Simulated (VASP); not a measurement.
# B (Pm-3m) in VASP: a series of runs

The runs below take B through single point, with revPBE.

Program: VASP 6.6.1. These are calculated values, not measurements. Logs are shortened: lines on timing, memory, paths and dates and some standing lists are left out, and cuts for length are marked.

### Step 1. The crystal as given

It takes space group Pm-3m (No. 221, cubic). The conventional cell has a = 1.965 Å, b = 1.965 Å, c = 1.965 Å, α = 90.00°, β = 90.00°, γ = 90.00°. B (site symmetry m-3m) is surrounded by 6 B at 1.96 Å.

This isn't the form of B at room conditions, which is rhombohedral.

### Step 2. Single point, revPBE

INCAR

```
SYSTEM = B
PREC = Accurate
ENCUT = 520
EDIFF = 1E-6
ISMEAR = -1
SIGMA = 0.1
LREAL = .FALSE.
LASPH = .TRUE.
NELM = 80
ALGO = Normal
ISIF = 2
LWAVE = .FALSE.
LCHARG = .FALSE.
GGA = RE
NBANDS = 8
```

KPOINTS

```
Automatic mesh
0
G
  18 18 18
  0 0 0
```

POSCAR

```
B
1.0
    1.9647196066      0.0000000000      0.0000000000
    0.0000000000      1.9647196066      0.0000000000
    0.0000000000      0.0000000000      1.9647196066
B
1
Direct
    0.0000000000      0.0000000000      0.0000000000
```

Potentials or basis: VASP PAW PBE potentials, release 64 (B).

The run is started by

```sh
$ cat potpaw_PBE.64/B/POTCAR > POTCAR
$ mpirun -np 1 vasp_std > vasp.out
```

OUTCAR:

```text
SYSTEM = B
   PREC = Accurate
   ENCUT = 520
   EDIFF = 1E-6
   ISMEAR = -1
   LREAL = .FALSE.
   LASPH = .TRUE.
   NELM = 80
   ISIF = 2
   GGA = RE

 ion  position               nearest neighbor table
   1  0.000  0.000  0.000-

  LATTYP: Found a simple cubic cell.
 ALAT       =     1.9647196066

  Lattice vectors:

 A1 = (   1.9647196066,   0.0000000000,   0.0000000000)
 A2 = (   0.0000000000,   1.9647196066,   0.0000000000)
 A3 = (   0.0000000000,   0.0000000000,   1.9647196066)

Analysis of symmetry for initial positions (statically):
=====================================================================
 Subroutine PRICEL returns:
 Original cell was already a primitive cell.

 Routine SETGRP: Setting up the symmetry group for a
 simple cubic supercell.

 Subroutine GETGRP returns: Found 48 space group operations
 (whereof 48 operations were pure point group operations)
 out of a pool of 48 trial point group operations.

The static configuration has the point symmetry O_h .

Analysis of symmetry for dynamics (positions and initial velocities):
=====================================================================
 Subroutine PRICEL returns:
 Original cell was already a primitive cell.

 Routine SETGRP: Setting up the symmetry group for a
 simple cubic supercell.

 Subroutine GETGRP returns: Found 48 space group operations
 (whereof 48 operations were pure point group operations)
 out of a pool of 48 trial point group operations.

The dynamic configuration has the point symmetry O_h .

 Subroutine INISYM returns: Found 48 space group operations
 (whereof 48 operations are pure point group operations),
 and found     1 'primitive' translations

----------------------------------------------------------------------------------------

                                     Primitive cell

  volume of cell :       7.5841

  direct lattice vectors                    reciprocal lattice vectors
     1.964719607  0.000000000  0.000000000     0.508978481  0.000000000  0.000000000
     0.000000000  1.964719607  0.000000000     0.000000000  0.508978481  0.000000000
     0.000000000  0.000000000  1.964719607     0.000000000  0.000000000  0.508978481

  length of vectors
     1.964719607  1.964719607  1.964719607     0.508978481  0.508978481  0.508978481

  position of ions in fractional coordinates (direct lattice)
     0.000000000  0.000000000  0.000000000

  ion indices of the primitive-cell ions
   primitive index   ion index
                 1           1

----------------------------------------------------------------------------------------

 KPOINTS: Automatic mesh

Automatic generation of k-mesh.
 Grid dimensions read from file:
 generate k-points for:   18   18   18

 Generating k-lattice:

  Cartesian coordinates                     Fractional coordinates (reciprocal lattice)
     0.028276582  0.000000000  0.000000000     0.055555556  0.000000000  0.000000000
     0.000000000  0.028276582  0.000000000     0.000000000  0.055555556  0.000000000
     0.000000000  0.000000000  0.028276582     0.000000000  0.000000000  0.055555556

  Length of vectors
     0.028276582  0.028276582  0.028276582

  Shift w.r.t. Gamma in fractional coordinates (k-lattice)
     0.000000000  0.000000000  0.000000000

 Subroutine IBZKPT returns following result:
 ===========================================

 Found    220 irreducible k-points:

 Following reciprocal coordinates:
            Coordinates               Weight
  0.000000  0.000000  0.000000      1.000000
  0.055556  0.000000  0.000000      6.000000
  0.111111  0.000000  0.000000      6.000000
  0.166667  0.000000  0.000000      6.000000
  0.222222  0.000000  0.000000      6.000000
  0.277778  0.000000  0.000000      6.000000
[... 16 lines left out ...]
  0.277778  0.111111  0.000000     24.000000
  0.333333  0.111111  0.000000     24.000000
 [... further k-points ...]
   k-points           NKPTS =    220   k-points in BZ     NKDIM =    220   number of bands    NBANDS=      8
   number of dos      NEDOS =    301   number of ions     NIONS =      1
   total plane-waves  NPLWV =   4096
   dimension x,y,z NGX =    16 NGY =   16 NGZ =   16
   dimension x,y,z NGXF=    32 NGYF=   32 NGZF=   32
   ions per type =               1
   NGX,Y,Z   is equivalent  to a cutoff of  13.54, 13.54, 13.54 a.u.
   NGXF,Y,Z  is equivalent  to a cutoff of  27.08, 27.08, 27.08 a.u.
 SYSTEM =  B
   PREC   = accura    normal or accurate (medium, high low for compatibility)
   ISTART =      0    job   : 0-new  1-cont  2-samecut
   ICHARG =      2    charge: 1-file 2-atom 10-const
   ISPIN  =      1    spin polarized calculation?
   LNONCOLLINEAR =      F non collinear calculations
   LSORBIT =      F    spin-orbit coupling
   LASPH  =      T    aspherical Exc in radial PAW
   ENCUT  =  520.0 eV  38.22 Ry    6.18 a.u.   3.65  3.65  3.65*2*pi/ulx,y,z
   NELM   =     80;   NELMIN=  2; NELMDL= -5     # of ELM steps
   EDIFF  = 0.1E-05   stopping-criterion for ELM
   LREAL  =      F    real-space projection
   EDIFFG = 0.1E-04   stopping-criterion for IOM
   NSW    =      0    number of steps for IOM
   IBRION =     -1    ionic relax: 0-MD 1-quasi-New 2-CG
   NFREE  =      0    steps in history (QN), initial steepest desc. (CG)
   ISIF   =      2    stress and relaxation
   ISYM   =      2    0-nonsym 1-usesym 2-fastsym
   POTIM  = 0.5000    time-step for ionic-motion
   TEBEG  =    0.0;   TEEND  =   0.0 temperature during run
   PSTRESS=    0.0 pullay stress
   NELECT =       3.0000    total number of electrons
   NUPDOWN=      -1.0000    fix difference up-down
   EMIN   =  10.00;   EMAX   =-10.00  energy-range for DOS
   EFERMI =   0.00;   METHOD = LEGACY
   ISMEAR =    -1;   SIGMA  =   0.10  broadening in eV -4-tet -1-fermi 0-gaus
   EFERMI_NEDOS =   21; number of points for ismear=-14 and -15
   IALGO  =     38    algorithm
   IMIX   =      4    mixing-type and parameters
     AMIX     =   0.40;   BMIX     =  1.00
     AMIX_MAG =   1.60;   BMIX_MAG =  1.00
  volume/ion in A,a.u.               =       7.58        51.18
  Fermi-wavevector in a.u.,A,eV,Ry     =   1.201751  2.270981 19.649624  1.444207
  Thomas-Fermi vector in A             =   2.337552
   LORBIT       =      0    0 simple, 1 ext, 2 COOP (PROOUT), +10 PAW based schemes
   GGA     = RE    functional components
   LHFCALC =     F    Hartree Fock is set to
   AEXX    =    0.0000 exact exchange contribution
   IVDW    =     0    specifies the selected vdW correction
   LEPSILON=     F    determine dielectric tensor
   LRPA    =     F    only Hartree local field effects (RPA)
 non-spin polarized calculation
  energy-cutoff  :      520.00
  volume of cell :        7.58
 maximum number of plane-waves:       216
 NGX is ok and might be reduce to    16
   NGX =  7   NGY =  7   NGZ =  7

 number of electron       3.0000000 magnetization

 Free energy of the ion-electron system (eV)
  ---------------------------------------------------
  ext. energy  EPLUGINS =         0.00000000
  ---------------------------------------------------
  free energy    TOTEN  =        -5.32923639 eV

  energy without entropy =       -5.31784629  energy(sigma->0) =       -5.32354134

 E-fermi :   5.9525     XC(G=0): -11.8721

 val. band max:        5.9436380925   @ k =   0.4444   0.4444   0.2222
 cond. band min:       5.9652254628   @ k =   0.3333   0.1667   0.0556
 fundamental gap:      0.0215873703
 Fermi energy:         5.9524877102

 k-point     1 :       0.0000    0.0000    0.0000
  band No.  band energies     occupation
      1      -8.7703      2.00000
      2      18.2914      0.00000
      3      18.2914      0.00000
      4      18.2914      0.00000
      5      28.3810      0.00000
      6      28.3810      0.00000
      7      35.9164      0.00000
      8      55.0876      0.00000

 k-point     2 :       0.0556    0.0000    0.0000
  band No.  band energies     occupation
      1      -8.6720      2.00000
      2      17.3264      0.00000
      3      18.3700      0.00000
      4      18.3700      0.00000
      5      28.4932      0.00000
      6      29.4370      0.00000
      7      35.8897      0.00000
      8      54.3254      0.00000

 k-point     3 :       0.1111    0.0000    0.0000
  band No.  band energies     occupation
      1      -8.3771      2.00000
      2      15.1673      0.00000
      3      18.6021      0.00000
      4      18.6021      0.00000
      5      28.8292      0.00000
      6      31.7944      0.00000
      7      35.8680      0.00000
      8      52.3599      0.00000

 k-point     4 :       0.1667    0.0000    0.0000
  band No.  band energies     occupation
      1      -7.8861      2.00000
      2      12.6420      0.00000
      3      18.9752      0.00000
      4      18.9752      0.00000
      5      29.3844      0.00000
      6      34.0450      0.00000
      7      36.3711      0.00000
      8      49.8516      0.00000

 k-point     5 :       0.2222    0.0000    0.0000
  band No.  band energies     occupation
      1      -7.1999      2.00000
      2      10.0792      0.00000
      3      19.4664      0.00000
      4      19.4664      0.00000
      5      30.1505      0.00000
      6      34.5563      0.00000
      7      38.5839      0.00000
      8      47.2783      0.00000
[... 177 lines left out ...]
 k-point    22 :       0.2222    0.1111    0.0000
  band No.  band energies     occupation
      1      -6.8084      2.00000
      2      10.2556      0.00000
      3      16.9384      0.00000
      4      19.7659      0.00000
      5      32.4424      0.00000
      6      33.9906      0.00000
      7      38.9530      0.00000
      8      45.5093      0.00000

 k-point    23 :       0.2778    0.1111    0.0000
  band No.  band energies     occupation
      1      -5.9296      2.00000
      2       7.8506      0.00000
      3      17.5728      0.00000
      4      20.3317      0.00000
      5      32.8504      0.00000
      6      33.4932      0.00000
      7      41.2684      0.00000
      8      43.7856      0.00000

 k-point    24 :       0.3333    0.1111    0.0000
  band No.  band energies     occupation
      1      -4.8600      2.00000
      2       5.5510      1.96456
      3      18.2859      0.00000
      4      20.9205      0.00000
      5      31.8462      0.00000
      6      34.4244      0.00000
      7      41.6310      0.00000
      8      43.2198      0.00000

 [... further k-points ...]

------------------------ aborting loop because EDIFF is reached ----------------------------------------

  FORCE on cell =-STRESS in cart. coord.  units (eV):
  Direction    XX          YY          ZZ          XY          YZ          ZX
  --------------------------------------------------------------------------------------
  -------------------------------------------------------------------------------------
  Total       -0.9756371     -0.9756371     -0.9756371      0.0000000      0.0000000     -0.0000000
  in kB     -206.1090877   -206.1090877   -206.1090877      0.0000000      0.0000000     -0.0000000
  external PRESSURE =    -206.1090877 kB  Pullay stress =       0.0000000 kB

 VOLUME and BASIS-vectors are now :
 -----------------------------------------------------------------------------
  energy-cutoff  :      520.00
  volume of cell :        7.58
      direct lattice vectors                 reciprocal lattice vectors
     1.964719607  0.000000000  0.000000000     0.508978481  0.000000000  0.000000000
     0.000000000  1.964719607  0.000000000     0.000000000  0.508978481  0.000000000
     0.000000000  0.000000000  1.964719607     0.000000000  0.000000000  0.508978481

 POSITION                                       TOTAL-FORCE (eV/Angst)
 -----------------------------------------------------------------------------------
      0.00000      0.00000      0.00000         0.000000      0.000000      0.000000
 -----------------------------------------------------------------------------------
    total drift:                               -0.000000      0.000000     -0.000000

  FREE ENERGIE OF THE ION-ELECTRON SYSTEM (eV)
  ---------------------------------------------------
  free  energy   TOTEN  =        -5.3292363870 eV

  energy  without entropy=       -5.3178462897  energy(sigma->0) =       -5.32354134
```

It took 9.3 s on 1 thread of Intel Xeon Platinum 8375C at 2.90GHz (Ice Lake), shared host; peak memory 0.11 GiB.

What came out:

- Free energy: -5.3292 eV
- Pressure: -20.6 GPa
- Band gap on the k mesh: none (metal or under the smearing width)

Caveat: so large a pressure means that the cell lies far from this level's equilibrium, or that cutoff or potentials fall short; the potentials were made for another functional, which shifts forces and pressure.

### Step 3. Single point, revPBE

This run uses another cell than the first one, of 7.31 Å³/atom, 0.964 times its volume.

INCAR

```
SYSTEM = B
PREC = Accurate
ENCUT = 520
EDIFF = 1E-7
ISMEAR = -1
SIGMA = 0.1
LREAL = .False.
LASPH = .True.
NELM = 60
ALGO = Normal
ISIF = 2
LWAVE = .False.
LCHARG = .True.
GGA = RE
LELF = .True.
LVHAR = .True.
NBANDS = 8
```

KPOINTS

```
regular mesh
0
Gamma
  18 18 18
  0 0 0
```

POSCAR

```
B
1.0
    1.9410459810      0.0000000000      0.0000000000
    0.0000000000      1.9410459810      0.0000000000
    0.0000000000      0.0000000000      1.9410459810
B
1
Direct
    0.0000000000      0.0000000000      0.0000000000
```

Potentials or basis: VASP PAW PBE potentials, release 64 (B).

The run is started by

```sh
$ cat potpaw_PBE.64/B/POTCAR > POTCAR
$ mpirun -np 1 vasp_std > vasp.out
```

Run time: 7.1 s. Hardware: 1 thread of Intel Xeon Platinum 8375C at 2.90GHz (Ice Lake), shared host; peak memory 0.11 GiB.

Results (log left out):

```
Free energy            : -5.3591 eV
Pressure               : -14.8 GPa
Band gap on the k mesh : none (metal or under the smearing width)
```

Levels at points of the mesh, in eV from the Fermi level:
```csv
k point,band 1,band 2,band 3,band 4,band 5,band 6
"(0.00, 0.00, 0.00)",-15.05,12.71,12.71,12.71,22.85,22.85
"(0.50, 0.00, 0.00)",-7.63,-6.23,16.27,16.27,28.35,29.66
"(0.50, 0.50, 0.00)",-1.80,-1.80,3.41,8.01,19.16,38.11
"(0.50, 0.50, 0.50)",3.17,3.17,3.17,15.57,15.90,15.90
```

Caveat: the PAW data sets were made with another functional, which shifts forces and pressure a little.
